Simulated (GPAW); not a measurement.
The system is Pb.

```
Pb
1.0
     3.03861   -1.75032    0.00000
     3.03861    1.75032    0.00000
    -2.11546    0.00000    6.09522
Pb
2
Cartesian
  3.9848 0.0000 4.4269
  -0.0230 0.0000 1.6683
```

This isn't the form of Pb at room conditions, which is fcc.

* Program: GPAW 26.7.0
* Task: single point
* Functional: PBE
* Potentials or basis: GPAW PAW data sets (gpaw-data 1.2.1)
* Cutoff: 600 eV
* Basis: pw
* k mesh: 9 × 9 × 5
* Occupations: fermi-dirac, width 0.05 eV
* Spin: no spin polarisation

On this cell: pressure 0.6 GPa; largest force 0.088 eV/Å; band gap on the k mesh none (metal or under the smearing width).

The same run follows on a disturbed copy (atoms moved at random, drawn with an rms of 0.05 Å):

```xyz
2
Lattice="3.0386 -1.7503 0.0000 3.0386 1.7503 0.0000 -2.1155 0.0000 6.0952" Properties=species:S:1:pos:R:3 pbc="T T T"
Pb    3.9634    0.0235    4.4427
Pb   -0.0398   -0.0191    1.6547
```

What changes?

The energy (extrapolated to zero smearing) moves by +1.9 meV/atom; pressure 0.4 GPa; largest force 0.152 eV/Å; band gap on the k mesh none (metal or under the smearing width).

Forces in eV/Å, atoms in the order of the input:
```
Pb   0.028 -0.010 -0.149
Pb  -0.028  0.010  0.149
```

Stress tensor (GPa, compression positive):
```
 0.43 -0.06 -0.01
-0.06  0.42 -0.12
-0.01 -0.12  0.48
```
